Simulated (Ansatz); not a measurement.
**ZnTe, response to strain**

Start from ZnTe in the zinc blende structure (space group F-43m, No. 216; a = 6.179 Å). Axes: x, y, z lie along the cube axes.

Strains are applied to the cell and any free atomic positions relax; under biaxial strain the out-of-plane vector relaxes too.

Computed with Kohn–Sham DFT with the PBE functional, run in Ansatz (a first-principles code) with PAW and 420 eV plane waves, scalar-relativistic without spin-orbit coupling, earlier PAW set.

Candidates:
(a) tensor shear ε_yz = +1.95 %
(b) biaxial strain −0.34 %, plane normal [001], relaxed out of plane
(c) uniaxial strain ε_yy = −5.43 %
(d) strain tensor (xx, yy, zz, yz, xz, xy) = (−0.75, +0.06, −1.80, −1.10, +1.27, −0.49) %

Notes on the quantities. energy relative to the base: free energy F.

**Question.** Order them by energy relative to the base, lowest first.

**Answer.** (b) biaxial strain −0.34 %, plane normal [001], relaxed out of plane (+0.1 meV/atom), (a) tensor shear ε_yz = +1.95 % (+4.2 meV/atom), (d) strain tensor (xx, yy, zz, yz, xz, xy) = (−0.75, +0.06, −1.80, −1.10, +1.27, −0.49) % (+6.6 meV/atom), (c) uniaxial strain ε_yy = −5.43 % (+18 meV/atom)

Whether these cells are dynamically stable was not tested.
